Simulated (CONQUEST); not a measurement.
Crystal: BP.

```
CELL_PARAMETERS angstrom
3.20885 0.00000 0.00000
0.00000 3.20885 0.00000
0.00000 0.00000 4.53800
ATOMIC_POSITIONS crystal
P 0.00000 0.50000 0.25000
P 0.50000 0.00000 0.75000
B 0.00000 0.00000 0.00000
B 0.50000 0.50000 0.50000
```

Program: CONQUEST 1.3. Alike in all runs: task single point; level PBE; no spin polarisation; cell as given; smearing fermi-dirac 0.05 eV.

Task: Order these runs on this cell by their band gap on the k mesh, lowest first.
A. potentials or basis PseudoDojo NC PBE, SZP, grid cutoff 120 Ha; k mesh 6 × 6 × 4
B. potentials or basis PseudoDojo NC PBE, DZP, grid cutoff 120 Ha; k mesh 8 × 8 × 6
C. potentials or basis PseudoDojo NC PBE, DZ, grid cutoff 120 Ha; k mesh 8 × 8 × 6

Result: B (1.23 eV), A (1.49 eV), C (1.98 eV).

Caveats: the basis of atomic orbitals isn't converged, which shifts pressures, moduli and gaps; the atomic basis is small (some runs); the box holds several primitive cells, so bands are folded and the points are those of the box's own zone (some runs); the real-space grid breaks the cell's symmetry a little (some runs).

A k mesh can miss the band edges.
